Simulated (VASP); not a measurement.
Input of a VASP 6.6.1 run:

INCAR

```
  PREC = Accurate
  ENCUT = 600
  EDIFF = 1E-6
  ISMEAR = -1
  SIGMA = 0.05
  LREAL = F
  LASPH = T
  NELM = 80
  ALGO = Normal
  ISIF = 3
  LWAVE = F
  LCHARG = F
  GGA = CX
  LUSE_VDW = T
  AGGAC = 0.0
  IBRION = 2
  NSW = 40
  EDIFFG = -0.005
```

KPOINTS

```
regular mesh
0
Gamma
  12 12 12
```

Contents of POSCAR:

```
W
1.0
   -1.5823450000      1.5823450000      1.5823450000
    1.5823450000     -1.5823450000      1.5823450000
    1.5823450000      1.5823450000     -1.5823450000
W
1
Direct
    0.0000000000      0.0000000000      0.0000000000
```

Potentials or basis: VASP PAW PBE potentials, release 64 (W_sv).

The run is started by

```bash
$ cat potpaw_PBE.64/W_sv/POTCAR > POTCAR
$ mpirun -np 1 vasp_std > vasp.out
```

Predict the space group after relaxing (to 0.05 Å).

Im-3m (No. 229).

Predict the relaxed volume.

15.80 Å³/atom.

Final structure:
```
W
1.0
    -1.58067    1.58067    1.58067
     1.58067   -1.58067    1.58067
     1.58067    1.58067   -1.58067
W
1
Cartesian
  0.0000 0.0000 0.0000
```

Caveat: the PAW data sets were made with another functional, which shifts forces and pressure a little. Spin-orbit coupling is left out, which matters for the levels of W.
